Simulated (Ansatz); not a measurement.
## Ta under changes of volume

One of the cells (18.010 Å³/atom); the others are scaled copies at fixed shape and fractional positions:

```
Ta
1.0
    -1.65128    1.65128    1.65128
     1.65128   -1.65128    1.65128
     1.65128    1.65128   -1.65128
Ta
1
Direct
  0.00000 0.00000 0.00000
```

```yaml
Program: Ansatz 0.2.0
Functional: PBE
Potentials_or_basis: Ansatz PAW
Cutoff: "420 eV (not typed: the program's choice for these potentials)"
k_mesh: 11 × 11 × 11
Occupations: fermi-dirac, width 0.05 eV
Spin: no spin polarisation
```

```tsv
volume (Å³/atom)	energy over the lowest point (meV/atom)	pressure (GPa)
16.930	63.65	17.2
17.290	31.39	11.8
17.650	?	?
18.010	0.81	2.6
18.371	0.00	-1.3
18.731	7.47	-4.8
19.091	22.37	-8.0
```

Question: What does the run at 17.650 Å³/atom give?

Answer: Energy over the lowest point 10.88 meV/atom; pressure 6.9 GPa.

Worked out: A Birch-Murnaghan fit of order 3 (a polynomial in V^(-2/3)) to the other rows has its minimum at 18.22 Å³/atom with B0 = V·E''(V) = 195 GPa and B' = 4.8. It gives 10.88 meV/atom at 17.650 Å³/atom, against the run's 10.88, and -dE/dV = 6.7 GPa, against 6.9.

Energies are extrapolated to zero smearing.
